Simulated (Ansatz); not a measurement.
**CdS (F-43m): the host for defect calculations**

Aim: the runs on the perfect crystal CdS (F-43m) that a defect calculation needs first.

Calculated with Ansatz 0.2.0; plane-wave PAW DFT, r2SCAN; relaxation of the host's cell and atoms; PAW set soft_1, in the first sound run; inputs show where later runs differ.

Most raw output is cut from this account.

## Step 1: The starting structure

The structure is cubic, space group F-43m (No. 216). The conventional cell has a = 5.886 Å, b = 5.886 Å, c = 5.886 Å, α = 90.00°, β = 90.00°, γ = 90.00°. Nearest to Cd lie 4 S at 2.55 Å. Nearest to S lie 4 Cd at 2.55 Å. Farther neighbours and most contacts between anions are not listed.

## Step 2: Host cell relaxation

Lattice and positions are set free, within the symmetry that the program keeps.

Input file cell/input.yaml:

```yaml
crystal:
  lattice:
    - [0.0, 2.9429535, 2.9429535]
    - [2.9429535, 0.0, 2.9429535]
    - [2.9429535, 2.9429535, 0.0]
  atoms:
    - { symbol: Cd, position: [0.0, 0.0, 0.0] }
    - { symbol: S, position: [0.75, 0.75, 0.75] }
basis:
  ecutwfc: 500
  xc_grid: 2
hamiltonian:
  xc: r2scan
  pseudopotentials: { kind: paw, azcp: { folder: soft_1 } }
kpoints:
  mp_grid: { grid: [8, 8, 8] }
scf:
  occupations: { method: fixed }
  max_iter: 100
relax:
  f_tol: 0.005
  max_steps: 60
  cell: {}
output:
  forces: true
  stress: true
checkpoint:
  write: "../cell.run"
  compress: false
  write_wavefunctions: false
  write_every: 100000
```

Launch:

```bash
> ansatz run input.yaml --threads 32 --pin off --max-ram 56524MiB --backend cuda --events-out ev --progress --plain --runs-dir out --max-vram 78GiB
```

Run time: 1.8 s. Hardware: 1 × NVIDIA GB200 with 32 threads of Arm Neoverse V2, shared host; peak memory 1.1 GiB; 5.6 s of CPU time.

Step by step:

```csv
step,energy less that of the first step (eV),largest force component (eV/Å),pressure (GPa),volume (Å³)
1,0.0000,0.0000,-0.21,50.98
2,-0.0002,0.0000,0.01,50.79
3*,-0.0001,0.0000,0.01,50.79
```

Relaxation steps marked * repeat the geometry before them on a plane-wave basis chosen anew for their cell, so energy and pressure can jump there.

```csv
"conventional cell, symmetrised",before,after,change
a (Å),5.886,5.879,-0.1 %
b (Å),5.886,5.879,-0.1 %
c (Å),5.886,5.879,-0.1 %
volume (Å³/atom),25.49,25.40,-0.4 %
```

The relaxed structure:

```
Cd S
1.0
     0.00000    2.93934    2.93934
     2.93934    0.00000    2.93934
     2.93934    2.93934    0.00000
Cd S
1 1
Direct
  0.00000 0.00000 0.00000
  0.75000 0.75000 0.75000
```

Numbers from this step:

```
pressure : 0.01104 GPa
```

The cell shrank by 0.4 % in volume.

## Step 3: Dielectric tensors of the host

The response to a uniform electric field gives the electronic dielectric tensor.

This step: plane-wave PAW DFPT, PBEsol; dielectric tensors, Born charges and zone-centre modes of the host; PAW set soft_1 (Ansatz 0.2.0).

Input file eps/input.yaml:

```yaml
crystal:
  lattice:
    - [0.0, 2.9393432256, 2.9393432256]
    - [2.9393432256, 0.0, 2.9393432256]
    - [2.9393432256, 2.9393432256, 0.0]
  atoms:
    - { symbol: Cd, position: [0.0, 0.0, 0.0] }
    - { symbol: S, position: [0.75, 0.75, 0.75] }
basis:
  ecutwfc: 420
hamiltonian:
  xc: pbesol
  pseudopotentials: { kind: paw, azcp: { folder: soft_1 }, xc_functional: pbe }
kpoints:
  mp_grid: { grid: [7, 7, 7] }
scf:
  occupations: { method: fixed }
  max_iter: 100
phonons:
  method: dfpt
  dielectric: true
  rigid_motions: translations
```

The job ended after 6.6 s (1 × NVIDIA GB200 with 32 threads; peak memory 1.5 GiB).

Electronic dielectric tensor:

```
6.49 0.00 0.00
0.00 6.49 0.00
0.00 0.00 6.49
```

Static dielectric tensor:

```
10.34  0.00  0.00
 0.00 10.34  0.00
 0.00  0.00 10.34
```

The electronic dielectric tensor is isotropic, 6.49. The static dielectric tensor is isotropic, 10.34.

## Step 4: Primitive cell on a dense mesh

A dense mesh gives the host's converged energy, against which the supercell's sampling is tested.

This step: plane-wave PAW DFT, r2SCAN; single point of the host's primitive cell on a dense mesh; PAW set soft_1 (Ansatz 0.2.0).

Input file dense/input.yaml:

```yaml
crystal:
  lattice:
    - [0.0, 2.9393432256, 2.9393432256]
    - [2.9393432256, 0.0, 2.9393432256]
    - [2.9393432256, 2.9393432256, 0.0]
  atoms:
    - { symbol: Cd, position: [0.0, 0.0, 0.0] }
    - { symbol: S, position: [0.75, 0.75, 0.75] }
basis:
  ecutwfc: 500
  xc_grid: 2
hamiltonian:
  xc: r2scan
  pseudopotentials: { kind: paw, azcp: { folder: soft_1 } }
kpoints:
  mp_grid: { grid: [8, 8, 8] }
scf:
  occupations: { method: fermi_dirac, width: 0.01 }
  max_iter: 80
```

The job ended after 1.3 s (1 × NVIDIA GB200 with 32 threads; peak memory 0.98 GiB).

## Step 5: Self-consistent run

This step: plane-wave PAW DFT, r2SCAN; single point of the defect-free supercell, a test of its k-points; PAW set soft_1 (Ansatz 0.2.0).

System of this step: CdS (F-43m). The cell holds 54 atoms: 27 Cd and 27 S. Its edges and angles: a = 12.471 Å, b = 12.471 Å, c = 12.471 Å, α = 60.0°, β = 60.0°, γ = 60.0°.

Input file pristine.sampling/input.yaml:

```yaml
crystal:
  lattice:
    - [0.0, 8.8180296768, 8.8180296768]
    - [8.8180296768, 0.0, 8.8180296768]
    - [8.8180296768, 8.8180296768, 0.0]
  atoms:
    - { symbol: Cd, position: [0.0, 0.0, 0.0] }
    - { symbol: S, position: [0.25, 0.25, 0.25] }
    - { symbol: Cd, position: [0.0, 0.0, 0.3333333333] }
    - { symbol: S, position: [0.25, 0.25, 0.5833333333] }
    - { symbol: Cd, position: [0.0, 0.0, 0.6666666667] }
    - { symbol: S, position: [0.25, 0.25, 0.9166666667] }
    - { symbol: Cd, position: [0.0, 0.3333333333, 0.0] }
    - { symbol: S, position: [0.25, 0.5833333333, 0.25] }
[... 42 atom lines left out ...]
    - { symbol: Cd, position: [0.6666666667, 0.6666666667, 0.3333333333] }
    - { symbol: S, position: [0.9166666667, 0.9166666667, 0.5833333333] }
    - { symbol: Cd, position: [0.6666666667, 0.6666666667, 0.6666666667] }
    - { symbol: S, position: [0.9166666667, 0.9166666667, 0.9166666667] }
basis:
  ecutwfc: 500
  xc_grid: 2
hamiltonian:
  xc: r2scan
  pseudopotentials: { kind: paw, azcp: { folder: soft_1 } }
kpoints:
  mp_grid: { grid: [1, 1, 1], shift: [0.25, 0.25, 0.25] }
scf:
  occupations: { method: fermi_dirac, width: 0.01 }
  max_iter: 80
```

Wall time 1.7 s (1 × NVIDIA GB200 with 32 threads); peak memory 1.6 GiB.

This step gave:

```
energy over dense mesh : 0.03273 eV/atom
```

## Step 6: What came out

| Property | Result |
| --- | --- |
| primitive cell vectors, lengths | 4.157, 4.157, 4.157 Å |
| electronic dielectric constant | 6.49 |
| static dielectric constant | 10.34 |
| gap on the k-mesh of the response run (PBEsol) | 0.95 eV |
| energy an atom at one point at (¼, ¼, ¼) less that on the dense mesh | 0.033 eV |

In words: The k-mesh can miss the band edges, so this gap is an upper bound at this level. All at zero temperature.

[Logs are printed without paths, hosts, clocks, repeated set-up lines and the standing remarks that a program may print on its own settings, such as how far it seeks lower states.]

[Hosts, paths, dates, database ids (printed as entryN), source tags and the programs' standing remarks are cut or masked in the printed files.]

[Runs of the host that timed out are not shown.]

[For some hosts the program warned that the k-mesh of the response run may be too coarse for force constants and the static dielectric constant; such warnings are not always shown.]

[The program warned that the k-mesh of a response run behind this text may be too coarse: force constants, and the static dielectric constant and all else formed from them, are not shown converged.]
